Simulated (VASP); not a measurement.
A run of VASP 6.6.1:

The input INCAR:

```
PREC = Normal
ENCUT = 520
EDIFF = 1E-4
ISMEAR = 0
SIGMA = 0.15
LREAL = False
LASPH = True
NELM = 60
ALGO = Fast
ISIF = 3
LWAVE = False
LCHARG = False
GGA = PE
IBRION = 2
NSW = 24
EDIFFG = -0.08
```

File KPOINTS:

```
Automatic mesh
0
Gamma
  6 6 2
```

The input POSCAR:

```
SiGe3
1.0
    3.0985756500      0.0000000000      0.0000000000
   -1.5492878200      2.6834452300      0.0000000000
    0.0000000000      0.0000000000     14.9089130200
Si Ge
2 6
Direct
    0.0000000000      0.0000000000      0.0000000000
    0.0000000000      0.0000000000      0.5000000000
    0.3333333300      0.6666666700      0.0888872600
    0.6666666700      0.3333333300      0.5888872600
    0.3333333300      0.6666666700      0.4111127400
    0.6666666700      0.3333333300      0.9111127400
    0.3333333300      0.6666666700      0.7500000000
    0.6666666700      0.3333333300      0.2500000000
```

Potentials or basis: VASP PAW PBE potentials, release 64 (Si, Ge_d).

Run with:

```console
$ cat potpaw_PBE.64/Si/POTCAR potpaw_PBE.64/Ge_d/POTCAR > POTCAR
$ mpirun -np 1 vasp_std > vasp.out
```

Hardware: 1 thread of Intel(R) Xeon(R) Platinum 8375C CPU @ 2.90GHz (Ice Lake), on a shared host.

Question: Estimate the wall time of this run.

Answer: Run time: 14 min on 1 thread of Intel(R) Xeon(R) Platinum 8375C CPU @ 2.90GHz (Ice Lake) (shared host), peak memory 0.21 GiB. Counts: scf iterations 133, k points 14, ion steps 21.
